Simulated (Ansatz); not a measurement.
The calculation used Ansatz, DFT PBE, scalar-relativistic, plane waves, PAW. Settings: cutoff 420 eV, Γ-centred meshes spaced at most about 0.3 Å⁻¹, and about 0.25 Å⁻¹ or finer for metals (2π included), Gaussian smearing. No spin polarisation.

Each guess is relaxed in cell and atoms at zero pressure, on a coarse mesh first where it starts far from rest and then on a converged one. The steps can't lower the symmetry of the start, but it can rise. Energies are static (0 K, no zero-point motion).

Two unrelaxed guesses for SnGe4:

A.

Space group R-3m:H (No. 166). a = 3.099 Å, b = 3.099 Å, c = 37.953 Å, α = 90.00°, β = 90.00°, γ = 120.00°
```
atom  site  symmetry       x       y       z
  Sn    3a       -3m  0.0000  0.0000  0.0000
  Ge    6c        3m  0.6667  0.3333  0.9333
  Ge    6c        3m  0.3333  0.6667  0.8667
```

B.

Space group Fmmm (No. 69). a = 4.020 Å, b = 5.209 Å, c = 20.098 Å, α = 90.00°, β = 90.00°, γ = 90.00°
| atom | site | symmetry | x | y | z |
| --- | --- | --- | --- | --- | --- |
| Sn | 4b | mmm | 0.5000 | 0.0000 | 0.0000 |
| Ge | 8i | mm2 | 0.5000 | 0.0000 | 0.4000 |
| Ge | 8i | mm2 | 0.0000 | 0.0000 | 0.3000 |

Question: Do they relax into the same structure? If not, which is lower?

Answer: No. B ends lower, by 25 meV/atom. A: R-3m at 21.0 Å³/atom → R-3m at 21.5 Å³/atom; B: Fmmm at 21.0 Å³/atom → I4/mmm at 21.0 Å³/atom. Counting Ge atoms around Sn (those within 1.25 times the shortest such distance or 1.15 times the sum of covalent radii; a plus sign parts nearer from farther groups; the shortest distance is added where it is long for a bond), the end of A has Sn 6 from 3.2 Å and the end of B has Sn 8+2 from 3.2 Å. End of A. Conventional cell: a = 3.193 Å, c = 36.455 Å. Sn is surrounded by 6 Sn at 3.19 Å and 6 Ge at 3.25 Å; Ge on its first site is surrounded by 3 Ge at 2.88 Å, 6 Ge at 3.19 Å and 3 Sn at 3.25 Å; Ge on its second site has 6 Ge at 2.88–3.00 Å and 6 Ge at 3.19 Å. End of B. Conventional cell: a = 3.351 Å, c = 18.706 Å. Sn is surrounded by 8 Ge at 3.20 Å, 4 Sn at 3.35 Å and 2 Ge at 3.80 Å; around Ge on its first site lie 4 Ge at 2.89 Å, 4 Sn at 3.20 Å and 5 Ge at 3.35–3.41 Å; around Ge on its second site lie 8 Ge at 2.89–2.95 Å, 5 Ge at 3.35–3.41 Å and 1 Sn at 3.80 Å.

Cells without such a test can be saddle points. Shaken at random and relaxed again, the end of B falls into a cell with space group C2/m (No. 12), 94 meV/atom lower and the lowest form computed, so it is a saddle point or a shallow minimum. Even the lowest of the cells shown lies +0.28 eV/atom against the elements. The k mesh leaves some 4 meV/atom of noise in the energy of each metallic cell. Some structure types and database cells were kept out of the candidates from the start, so a known form may be missing.
